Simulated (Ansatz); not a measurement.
Runs of Ansatz 0.2.0 on Si. Symmetry: Pm-3m, No. 221, cubic system. Conventional cell: a = 2.532 Å, b = 2.532 Å, c = 2.532 Å, α = 90.00°, β = 90.00°, γ = 90.00°. Around Si (site symmetry m-3m) lie 6 Si at 2.53 Å. The cell was built by a generator and needn't be a form met in nature.

```tsv
task	level	potentials or basis	cell	k mesh	cutoff (eV)	screening (1/Å)	share of exact exchange	points for each segment of the path	mesh quality	gap on the mesh (eV)	relaxed volume (Å³/atom)
relaxation of cell and atoms	PBE0	Ansatz PAW	relaxed	5 × 5 × 5	420	-	-	-	coarse	none	16.42
single point	r2SCANh	Ansatz PAW	as given	5 × 5 × 5	500	-	-	-	coarse	none	-
single point	HSE06 form with a typed share of exact exchange	Ansatz PAW	as given	5 × 5 × 5	420	0.1	0.25	-	coarse	none	-
band structure	HSE03	Ansatz PAW	as given	5 × 5 × 5	420	-	-	4	coarse	none	-
single point	HF	Ansatz PAW	as given	5 × 5 × 5	420	-	-	-	coarse	none	-
relaxation of cell and atoms	HF	Ansatz PAW	relaxed	5 × 5 × 5	420	-	-	-	coarse	none	(a)
single point	HSE06 form with a typed share of exact exchange	Ansatz PAW	as given	5 × 5 × 5	420	0.15	0.25	-	coarse	none	-
relaxation of cell and atoms	B3LYP	Ansatz PAW	relaxed	5 × 5 × 5	420	-	-	-	coarse	none	17.42
single point	HSE06 form with a typed share of exact exchange	Ansatz PAW	as given	5 × 5 × 5	420	0.2	0.25	-	coarse	none	-
single point	HSE06 form with a typed share of exact exchange	Ansatz PAW	as given	5 × 5 × 5	420	0.6	0.25	-	coarse	none	-
single point	PBEsol0	Ansatz PAW	as given	5 × 5 × 5	420	-	-	-	coarse	none	-
```

Alike in all rows: no spin polarisation; smearing fermi-dirac 0.05 eV.

Problem. Fill in the values left out.

Solution. (a) 17.85.

Caveats: all runs use coarse meshes; the PAW data sets come from PBE, with cores solved anew for the run's functional, which leaves a small shift of forces and pressure; the plane-wave basis is chosen anew once the cell has moved, so the energies of steps on either side of that aren't comparable (some runs); the potentials were made for another functional, which shifts forces and pressure (some runs).

A k mesh can miss the band edges.

A gap of «none» marks a metal or a gap under the smearing width.

Not every run made on this cell is shown here.
